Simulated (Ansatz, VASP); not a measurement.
# One calculation of SiHC, two programs

```xyz
3
Lattice="2.8941 0.0000 0.0000 -1.4470 2.5063 0.0000 0.0000 0.0000 2.8634" Properties=species:S:1:pos:R:3 pbc="T T T"
Si    0.0000    1.6709    0.0000
H     0.0000    0.0000    1.4317
C     1.4470    0.8354    1.4317
```

Change from the starting cell: species swapped into the TmCuSi type (P-6m2, No. 187).

Alike in both runs: functional PBE; k mesh 18 × 18 × 16; occupations gaussian, width 0.1 eV; no spin polarisation.

Ansatz relaxed the structure, and its values are those at the end. VASP's run is a single point on that final structure, the one shown.

|  | VASP | Ansatz |
| --- | --- | --- |
| version | VASP 6.6.1 | Ansatz 0.2.0 |
| potentials or method | VASP PAW PBE potentials, release 64 (Si, H, C) | scalar-relativistic, plane waves, PAW |
| plane-wave cutoff (eV) | 520 | 420 |
| valence electrons in the cell | 9 | 9 |

|  | VASP | Ansatz | Ansatz less VASP |
| --- | --- | --- | --- |
| gap on the k mesh at the Fermi level (eV) | none | none | - |
| pressure (GPa) | 0.1 | 0.0 | -0.07 |

A gap of «none» marks a metal or a gap that the smearing closes. The functional is the same, so the differences come from potentials, cutoffs and numerics.
